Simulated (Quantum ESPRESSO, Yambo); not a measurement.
# Quasiparticle gap of MgO (Periclase) in Yambo, part 2 of 2

Aim: the G0W0 gap of MgO (Periclase) on PBE, step by step.

Quantum ESPRESSO 7.5 and Yambo 5.3.0; PBE and many-body steps on it, plane waves. Known limits of the many-body steps: not at the basis limit; coarse k mesh.

So far. Step 2 (Ground state): The gap is direct, at Γ. Step 3 (Bands along the symmetry lines): The gap is 4.733 eV, as in the run before at this level.

The database entry behind the starting cell differs from later determinations by our own check (about 0.1 % long), so it need not match the best structure at ambient conditions.

## 4. Empty states on the mesh, 4×4×4 mesh, 50 bands

Level of this step: DFT, PBE, plane waves, norm-conserving pseudopotentials (Quantum ESPRESSO).

The sums over transitions need many empty states on a uniform mesh; this step solves for them.

File pw.in:

```
&control
  calculation = 'nscf'
  prefix = 'x'
  outdir = 'o'
  pseudo_dir = 'pseudo'
/
&system
  ibrav = 0
  nat = 2
  ntyp = 2
  ecutwfc = 76.0
  nbnd = 50
  force_symmorphic = .true.
/
&electrons
  conv_thr = 1e-9
  electron_maxstep = 80
  diago_full_acc = .true.
  diago_thr_init = 5e-6
/
ATOMIC_SPECIES
  Mg 24.305 Mg.upf
  O 15.999 O.upf
CELL_PARAMETERS angstrom
  -0.0000000000 2.1085000000 2.1085000000
  2.1085000000 0.0000000000 2.1085000000
  2.1085000000 2.1085000000 0.0000000000
ATOMIC_POSITIONS crystal
  Mg 0.0000000000 0.0000000000 0.0000000000
  O 0.5000000000 0.5000000000 0.5000000000
K_POINTS automatic
  4 4 4 0 0 0
```

The run is started by

```console
$ OMP_NUM_THREADS=1 mpirun -n 4 pw.x -nk 4 -in pw.in > pw.out
```

Log:

```text
[banner, memory and clock lines left out]
Program PWSCF v.7.5 starts

     Atomic positions and unit cell read from directory:
     o/x.save/

     Message from routine setup:
     using ibrav=0 with symmetry is DISCOURAGED, use correct ibrav instead

     G-vector sticks info

     bravais-lattice index     =            0
     lattice parameter (alat)  =       5.6349  a.u.
     unit-cell volume          =     126.5166 (a.u.)^3
     number of atoms/cell      =            2
     number of atomic types    =            2
     number of electrons       =        16.00
     number of Kohn-Sham states=           50
     kinetic-energy cutoff     =      76.0000  Ry
     charge density cutoff     =     304.0000  Ry
     Exchange-correlation= PBE
                           (   1   4   3   4   0   0   0)

     celldm(1)=   5.634916  celldm(2)=   0.000000  celldm(3)=   0.000000
     celldm(4)=   0.000000  celldm(5)=   0.000000  celldm(6)=   0.000000

     crystal axes: (cart. coord. in units of alat)
               a(1) = (  -0.000000   0.707107   0.707107 )
               a(2) = (   0.707107   0.000000   0.707107 )
               a(3) = (   0.707107   0.707107   0.000000 )

     reciprocal axes: (cart. coord. in units 2 pi/alat)
               b(1) = ( -0.707107  0.707107  0.707107 )
               b(2) = (  0.707107 -0.707107  0.707107 )
               b(3) = (  0.707107  0.707107 -0.707107 )
     Pseudo is Norm-conserving, Zval = 10.0
     Generated using ONCVPSP code by D. R. Hamann
     Using radial grid of 1510 points,  4 beta functions with:
     Pseudo is Norm-conserving + core correction, Zval =  6.0
     Generated using ONCVPSP code by D. R. Hamann
     Using radial grid of  936 points,  5 beta functions with:
     Mg               10.00    24.30500     Mg( 1.00)
     O                 6.00    15.99900     O ( 1.00)

     48 Sym. Ops., with inversion, found

   Cartesian axes

     site n.     atom                  positions (alat units)
         1        Mg     tau(   1) = (   0.0000000   0.0000000   0.0000000  )
         2        O      tau(   2) = (   0.7071068   0.7071068   0.7071068  )

     number of k points=     8
                       cart. coord. in units 2pi/alat
        k(    1) = (   0.0000000   0.0000000   0.0000000), wk =   0.0312500
        k(    2) = (   0.1767767   0.1767767  -0.1767767), wk =   0.2500000
        k(    3) = (  -0.3535534  -0.3535534   0.3535534), wk =   0.1250000
[...]
k(    7) = (  -0.7071068   0.0000000   0.0000000), wk =   0.0937500
        k(    8) = (  -0.7071068   0.3535534   0.0000000), wk =   0.1875000

     Dense  grid:    11311 G-vectors     FFT dimensions: (  32,  32,  32)

     The potential is recalculated from file :
     o/x.save/charge-density

     Starting wfcs are    9 randomized atomic wfcs +   41 random wfcs

     Band Structure Calculation

     End of band structure calculation

          k = 0.0000 0.0000 0.0000 (  1411 PWs)   bands (ev):

   -64.3635 -31.1133 -31.1133 -31.1133  -9.1597   8.0109   8.0109   8.0109
    12.7439  23.9496  23.9496  23.9496  27.7112  29.7246  29.7246  32.2651
    32.2651  32.2651  46.2619  46.2619  46.2619  46.9113  58.6243  58.6243
[...]
91.2744  93.7465

          k = 0.1768 0.1768-0.1768 (  1405 PWs)   bands (ev):

[...]
93.5439  95.2346

          k =-0.3536-0.3536 0.3536 (  1404 PWs)   bands (ev):

[...]
68.6143  70.4235  72.0114  74.8161  75.6489  75.6489  80.5877  80.5877
    86.2756  86.8183  88.3425  88.3425  89.6624  89.6624  90.8570  99.7026
    99.7026  99.8427

          k = 0.3536 0.0000 0.0000 (  1427 PWs)   bands (ev):

     [... further k-points ...]

     highest occupied, lowest unoccupied level (ev):     8.0109   12.7439

     XML data file, pseudopotentials, collected wavefunctions
```

The job ended after 1.3 s (4 MPI ranks of Arm Neoverse V1, shared host; peak memory 0.05 GiB; 5 s of CPU time).

Numbers from this step:

```yaml
gap: 4.733 eV
k_of_the_valence_top: 0, 0, 0
k_of_the_conduction_bottom: 0, 0, 0
least_direct_gap: 4.733 eV
k_points_computed: 8
lowest_point_of_the_top_converged_band_above_the_valence_top: 85.7357 eV
```

On this mesh the gap is 4.733 eV.

## 5. Conversion and set-up

This step: Yambo 5.3.0; conversion and set-up on PBE, plane waves, norm-conserving pseudopotentials.

The states are converted to the many-body program's format and the q mesh is built.

The run is started by

```console
$ (cd o/x.save; p2y > p2y.log; mv SAVE ../..); yambo > setup.log
```

Log:

```text
 Yambo, version 5.3.0

 [02] CORE Variables Setup
 =========================

  [02.01] Unit cells
  ==================

  Cell kind             :  FCC
  Atoms in the cell     :  Mg  O
  number of Mg atoms    :  1
  number of O  atoms    :  1

  List of atomic masses
  Mass of Mg    :  24.30500
  Mass of O     :  15.99900

  List of atomic coordinates    : [cc]
  Mg1       :  0.000000  0.000000  0.000000  order 1
  O1       :  3.984488  3.984488  3.984488  order 2

  Alat factors          :  3.984488  3.984488  3.984488 [a.u.]
  Direct lattice volume :  126.5166 [a.u.]
  Direct lattice vectors:  A[ 1 ]  A[ 2 ]  A[ 3 ]
   A[ 1 ]: -0.000000  1.000000  1.000000  [iru]
  -0.000000  3.984488  3.984488  [cc]
   A[ 2 ]:  1.000000  0.000000  1.000000  [iru]
   3.984488  0.000000  3.984488  [cc]
   A[ 3 ]:  1.000000  1.000000  0.000000  [iru]
   3.984488  3.984488  0.000000  [cc]

  Recip. lattice volume :  1.960614 [a.u.]
  Recip. lattice vectors:  B[ 1 ]  B[ 2 ]  B[ 3 ]
   B[ 1 ]: -0.500000  0.500000  0.500000  [iku]
  -0.788456  0.788456  0.788456  [cc]
   B[ 2 ]:  0.500000 -0.500000  0.500000  [iku]
   0.788456 -0.788456  0.788456  [cc]
   B[ 3 ]:  0.500000  0.500000 -0.500000  [iku]
   0.788456  0.788456 -0.788456  [cc]

  [02.02] Symmetries
  ==================

  Inversion symmetry    : yes
  Spatial inversion     : yes
  Inversion index       :  25
  K-space Time-reversal : no
  Magnetic symmetries   : no
  Group table correct   : yes
  Symmetries units      :  [cc]

   [S  1]:   1.0000     -0.13128E-16 -0.13128E-16 -0.13128E-16   1.0000      0.13128E-16  0.13128E-16  0.13128E-16   1.0000
   [S  2]:  -1.0000      0.13128E-16 -0.13128E-16  0.13128E-16  -1.0000      0.13128E-16 -0.13128E-16 -0.13128E-16   1.0000
   [S  3]:  -1.0000     -0.13128E-16  0.13128E-16  0.13128E-16   1.0000     -0.13128E-16 -0.13128E-16  0.13128E-16  -1.0000
[...]
[... 36 further rows ...]
   [S 47]: -0.13128E-16   1.0000      0.13128E-16  0.13128E-16 -0.13128E-16  -1.0000       1.0000      0.13128E-16 -0.13128E-16
   [S 48]: -0.13128E-16  -1.0000     -0.13128E-16  0.13128E-16  0.13128E-16   1.0000       1.0000     -0.13128E-16  0.13128E-16

  [02.03] Reciprocal space
  ========================

  nG shells         :  165
  nG charge         :  11311
  nG WFs            :  1863
  nC WFs            :  1428
  G-vecs. in first 16 shells:  [ Number ]
     1    9   15   27   51   59   65   89  113
   137  169  181  229  259  283  307
  ...
  Shell energy in first 16 shells:  [ mHa ]
    0.00000      932.494      1243.33      2486.65      3419.14      3729.98      4973.30      5905.80      6216.63
    7459.95      8392.45      9946.60      10879.1      11189.9      12433.3      13365.7
  ...

  [02.04] K-grid lattice
  ======================

  Compatible Grid is   : 3D
  Base K vectors       :  K_min[ 1 ]  K_min[ 2 ]  K_min[ 3 ]
[...]
BZ  K-points                                      :   64

  K/Q-points units:
  rlu = crystal or reduced units; cc = cartesian coordinates; iku = interal k-units

  K [1]          [rlu]:  0.000000  0.000000  0.000000
         WF components:  1411
  K [2]          [rlu]:  0.15368E-17  0.15368E-17  0.25000
         WF components:  1405
  K [3]          [rlu]: -0.30736E-17 -0.30736E-17 -0.50000
         WF components:  1404
  K [4]          [rlu]:  0.94682E-17  0.25000      0.25000
         WF components:  1427
  K [5]          [rlu]: -0.11041E-16  0.25000     -0.50000
         WF components:  1423
  [... 2 further k-points ...]
  K [8]          [rlu]:  0.250000 -0.500000 -0.250000
         WF components:  1424

  [02.05] Energies & Occupations
  ==============================

  [X] === General ===
  [X] Electronic Temperature                        :  0.000000  0.000000 [eV K]
  [X] Bosonic    Temperature                        :  0.000000  0.000000 [eV K]
  [X] Finite Temperature mode                       : no
  [X] El. density                                   :  0.85343E+24 [cm-3]
  [X] Fermi Level                                   :  8.010855 [eV]

  [X] === Gaps and Widths ===
  [X] Conduction Band Min                           :  4.733022 [eV]
  [X] Valence Band Max                              :  0.000000 [eV]
  [X] Filled Bands                                  :   8
  [X] Empty Bands                                   :    9   50
  [X] Direct Gap                                    :  4.733022 [eV]
  [X] Direct Gap localized at k                     :  1
  [X] Indirect Gap                                  :  4.733022 [eV]
  [X] Indirect Gap between kpts                     :  1  1
  [X] Last valence band width                       :  1.746695 [eV]
  [X] 1st conduction band width                     :  6.928393 [eV]

  E @ K [1]:  [eV]
   -72.374      -39.124      -39.124      -39.124      -17.171     -0.70226E-09 -0.36839E-09   0.0000
    4.73302  15.93871  15.93871  15.93871  19.70034  21.71377  21.71377  24.25421
  occ @ K [1]
   2.000000  2.000000  2.000000  2.000000  2.000000  2.000000  2.000000  2.000000
[...]
E @ K [2]:  [eV]
[...]
occ @ K [2]
[...]
E @ K [3]:  [eV]
[...]
occ @ K [3]
[...]
E @ K [4]:  [eV]
[...]
occ @ K [4]
[...]
E @ K [5]:  [eV]
[...]
occ @ K [5]
[...]
[... 2 further k-points ...]
  E @ K [8]:  [eV]
[...]
occ @ K [8]
   2.000000  2.000000  2.000000  2.000000  2.000000  2.000000  2.000000  2.000000
   0.000000  0.000000  0.000000  0.000000  0.000000  0.000000  0.000000  0.000000

 [03] Transferred momenta grid and indexing
 ==========================================

 IBZ Q-points                                      :   8
 BZ  Q-points                                      :   64

 K/Q-points units:
 rlu = crystal or reduced units; cc = cartesian coordinates; iku = interal k-units

 Q [1]          [rlu]:  0.000000  0.000000  0.000000
 Q [2]          [rlu]:  0.15368E-17  0.15368E-17  0.25000
 Q [3]          [rlu]: -0.30736E-17 -0.30736E-17 -0.50000
[...]
Q [7]          [rlu]: -0.18936E-16 -0.50000     -0.50000
 Q [8]          [rlu]:  0.250000 -0.500000 -0.250000

  [03.01] X indexes
  =================

   [03.01.01] Sigma indexes
   ========================

 [06] Game Over & Game summary
```

Elapsed: 1.8 s, on 1 MPI rank; peak memory 0.23 GiB.

## 6. Screening and self-energy, 4×4×4 mesh, 50 bands, screening to 163.3 eV

Now the one-shot GW correction: screening in the RPA, then the self-energy of the levels asked for.

This step: G0W0 on PBE, plane waves, norm-conserving pseudopotentials.

File gw1.in:

```
HF_and_locXC
gw0
dyson
ppa
em1d
rim_cut
RandQpts= 1000000
RandGvec= 1 RL
EXXRLvcs= 76 Ry
VXCRLvcs= 304 Ry
Chimod= "HARTREE"
% BndsRnXp
 1 | 50 |
%
NGsBlkXp= 12 Ry
% LongDrXp
 1 | 1 | 1 |
%
% GbndRnge
 1 | 50 |
%
DysSolver= "n"
ExtendOut
PPAPntXp= 27.21138 eV
% QPkrange
 1 | 1 | 7 | 10 |
%
```

The run is started by

```console
$ OMP_NUM_THREADS=1 mpirun -n 4 yambo -F gw1.in -J gw1 -C gw1 > gw1.log
```

Log:

```text
 Yambo, version 5.3.0

 [02] CORE Variables Setup
 =========================

  [... cell, symmetries and grids as in the set-up ...]

  [02.05] Energies & Occupations
  ==============================

  [X] === General ===
  [X] Electronic Temperature                        :  0.000000  0.000000 [eV K]
  [X] Bosonic    Temperature                        :  0.000000  0.000000 [eV K]
  [X] Finite Temperature mode                       : no
  [X] El. density                                   :  0.85343E+24 [cm-3]
  [X] Fermi Level                                   :  8.010855 [eV]

  [X] === Gaps and Widths ===
  [X] Conduction Band Min                           :  4.733022 [eV]
  [X] Valence Band Max                              :  0.000000 [eV]
  [X] Filled Bands                                  :   8
  [X] Empty Bands                                   :    9   50
  [X] Direct Gap                                    :  4.733022 [eV]
  [X] Direct Gap localized at k                     :  1
  [X] Indirect Gap                                  :  4.733022 [eV]
  [X] Indirect Gap between kpts                     :  1  1
  [X] Last valence band width                       :  1.746695 [eV]
  [X] 1st conduction band width                     :  6.928393 [eV]

 [03] Transferred momenta grid and indexing
 ==========================================

 IBZ Q-points                                      :   8
 BZ  Q-points                                      :   64

 K/Q-points units:
 rlu = crystal or reduced units; cc = cartesian coordinates; iku = interal k-units

 Q [1]          [rlu]:  0.000000  0.000000  0.000000
 Q [2]          [rlu]:  0.15368E-17  0.15368E-17  0.25000
 Q [3]          [rlu]: -0.30736E-17 -0.30736E-17 -0.50000
 Q [4]          [rlu]:  0.94682E-17  0.25000      0.25000
 Q [5]          [rlu]: -0.96335E-17  0.25000      0.50000
 Q [6]          [rlu]: -0.30736E-17  0.25000     -0.25000
 Q [7]          [rlu]: -0.18936E-16 -0.50000     -0.50000
 Q [8]          [rlu]:  0.250000 -0.500000 -0.250000

 [04] Coloumb potential Random Integration (RIM)
 ===============================================

  [04.01] RIM initialization
  ==========================

  * Diagonal components only detected *

  8 x (sBL volume)        :  0.245077 [a.u.]
  sBZ random points       :  1000000
  Points outside the sBZ  :   7968281
  RL volume               :  1.960614 [a.u.]
  Integrated volume       :  1.968419 [a.u.]

  [04.02] RIM integrals
  =====================

  Gamma point sphere radius             :  0.113514 [a.u.]
  Points outside the sphere             :   800476
  [Int_sBZ(q=0) 1/q^2]*(Vol_sBZ)^(-1/3) =:  7.776341
                                 should be <:  7.795600

  Summary of Coulomb integrals for non-metallic bands |Q|[au] RIM/Bare

  Q [1] 0.100000E-4 0.997530 * Q [2] 0.341411 1.068930
  Q [4] 0.394228 1.068679 * Q [6] 0.557523 1.029814
  Q [5] 0.653753 1.023420 * Q [3] 0.682823 1.020347
  Q [7] 0.788456 1.016896 * Q [8] 0.881520 1.013834

 [05] Dipoles
 ============

  [05.01] Setup: observables and procedures
  =========================================

 [06] Dynamic Dielectric Matrix (PPA)
 ====================================

 [WR./gw1//ndb.pp]---------------------------------------------------------------
  Brillouin Zone Q/K grids (IBZ/BZ)                :    8   64    8   64
  RL vectors                                       :  1893 [WF]
  Coulomb cutoff potential                         : none
  Electronic Temperature                           :  0.000000 [K]
  Bosonic    Temperature                           :  0.000000 [K]
  PPA    diel. fun.  energies                      : Perdew, Burke & Ernzerhof(X)+Perdew, Burke & Ernzerhof(C)
  wavefunctions                                    : Perdew, Burke & Ernzerhof(X)+Perdew, Burke & Ernzerhof(C)
  Global Gauge                                     : length
  X matrix size                                    :  113
  X band range                                     :    1   50
  X e/h energy range                               : -1.000000 -1.000000 [eV]
  X Time ordering                                  : R
  X Hxc Kernel                                     : HARTREE
  X Drude frequency                                :  0.000000  0.000000
  X poles                                          :  100.0000 [o/o]
  RL vectors in the sum                            :  1893
  [r,Vnl] included                                 : yes
  Field direction                                  :  0.577350E-5  0.577350E-5  0.577350E-5
  BZ energy Double Grid                            : no
  BZ energy DbGd points                            : 0
  BZ Q point size factor                           : -1.000000
  X Optical Averaged directions                    : none

 [07] Local Exchange-Correlation + Non-Local Fock
 ================================================

 [VXC] Plane waves :  11311
 [EXS] Plane waves :  1459

 QP @ state[ 1 ] K range:  1  1
 QP @ state[ 1 ] b range:   7  10

 [xc] Functional : Perdew, Burke & Ernzerhof(X)+Perdew, Burke & Ernzerhof(C)
 [xc] LIBXC used to calculate xc functional
  PP Number of Atomic Species                      :  2
  NLCC RL compoments                               :  11311
  PP Number of Atomic Species                      :  2
  NLCC RL compoments                               :  11311

 [xc] E_xc :  -11.58643 [Ha]
      E_xc :  -23.17287 [Ry]

  Local XC kind (lXC) : Perdew, Burke & Ernzerhof(X)+Perdew, Burke & Ernzerhof(C)
  Non-Local XC kind (nlXC) : Hartree-Fock

  Corrections @ K [1] :  [eV]
 <7|nlXC|7> = -25.49778 -0.13063E-16 <7|lXC|7> = -20.11168 -0.28322E-15
 <8|nlXC|8> = -25.49773  0.44866E-17 <8|lXC|8> = -20.11168  0.18882E-15
 <9|nlXC|9> = -8.797441  0.26001E-17 <9|lXC|9> = -13.44687 -0.34956E-18
 <10|nlXC|10> = -3.682436  0.23662E-18 <10|lXC|10> = -9.561361 -0.18882E-15

 [08] Dyson equation: Newton solver
 ==================================

  [08.01] G0W0 (W PPA)
  ====================

  [  GW  ] Bands range     :    1   50
  [GW/PPA] G damping       :  0.100000 [eV]

  QP @ state[ 1 ] K range:  1  1
  QP @ state[ 1 ] b range:   7  10

   Sc/G bands                                       :    1   50
   Sc/G damping                                     :  0.100000 ev
   Sc bands terminator                              : no
   Sx RL components                                 :  1459

   QP @ state[ 1 ] K range                          :  1  1
   QP @ state[ 1 ] b range                          :   7  10
   GF energies kind                                 : Perdew, Burke & Ernzerhof(X)+Perdew, Burke & Ernzerhof(C)
   GF WF`s kind                                     : Perdew, Burke & Ernzerhof(X)+Perdew, Burke & Ernzerhof(C)
   Xs energies kind                                 : Perdew, Burke & Ernzerhof(X)+Perdew, Burke & Ernzerhof(C)
   Xs WF`s kind                                     : Perdew, Burke & Ernzerhof(X)+Perdew, Burke & Ernzerhof(C)

 [11] Game Over & Game summary
```

The job ended after 9.5 s (4 MPI ranks; peak memory 1 GiB; 34 s of CPU time).

This step gave:

- G0W0 gap on the points computed: 6.882 eV
- starting gap on the mesh: 4.733 eV
- k of the valence top: 0, 0, 0
- k of the conduction bottom: 0, 0, 0
- least direct G0W0 gap on the computed points: 6.882 eV
- Z at the valence top: 0.8011
- Z at the conduction bottom: 0.8513

The gap on the mesh goes from 4.73 eV to 6.88 eV, a correction of +2.15 eV.

Limits: finite bands, cutoff and mesh; coarse k mesh. v1 is the top filled band, c1 the lowest empty one. The levels before and after the correction (eV, zero at the valence-band top of each column):

|  | conduction bottom | valence top |
| --- | --- | --- |
| Kohn-Sham | 4.73 | 0.00 |
| G0W0 | 6.88 | 0.00 |

|  | level | energy (eV) |
| --- | --- | --- |
| Kohn-Sham | Γ v2-v1 | 0.000 |
| Kohn-Sham | Γ c1 | 4.733 |
| Kohn-Sham | Γ c2 | 15.939 |
| G0W0 | Γ v2-v1 | 0.000 |
| G0W0 | Γ c1 | 6.882 |
| G0W0 | Γ c2 | 18.244 |

## 7. Where the time went

Times are wall times on the hardware named with each run, good to a factor of about two.

| step | time | share | memory (GiB) |
| --- | --- | --- | --- |
| ground state | 2.2 s | 14 % | 0.19 |
| bands along the symmetry lines | 1.4 s | 9 % | 0.05 |
| empty states on the mesh | 1.3 s | 8 % | 0.05 |
| conversion and set-up | 1.8 s | 11 % | 0.23 |
| screening and self-energy | 9.5 s | 58 % | 1.0 |

## 8. Results

```yaml
pbe_gap: 4.73 eV, direct
g0w0_gap_on_the_mesh: 6.88 eV
gw_settings: 4×4×4 mesh, 50 bands, screening to 163.3 eV, Godby-Needs plasmon pole
known_limits: not at the basis limit; coarse k mesh
```

G0W0 moves the gap on the mesh from 4.73 eV to 6.88 eV (+2.15 eV), with Z of 0.80 and 0.85 at the edges. Only 1 of the mesh's irreducible points was corrected, so a valley elsewhere could overtake. The dearest step here is «screening and self-energy». Bands and cutoff are finite, so the gap is not at the basis limit. The miss can reach some tenths of an eV and take either sign; the mesh is an error of its own. In the G0W0 run levels were corrected at 1 k point alone, so a gap called «on the mesh» is the least over those, and an edge elsewhere would be missed. The 4×4×4 mesh is coarse for this cell, which bears on the long-range parts of exchange and screening.

[Paths, hosts, dates, memory and timing lines, banners, echoed tables and standing remarks are left out of the program output.]

[Logs are printed without paths, hosts, clocks, repeated set-up lines and the standing remarks that a program may print on its own settings, such as how far it seeks lower states.]

[Runs of the session that timed out or met a known fault of the program may be left out.]

[Hosts, paths, dates, database ids (printed as entryN), source tags and the programs' standing remarks are cut or masked in the printed files.]
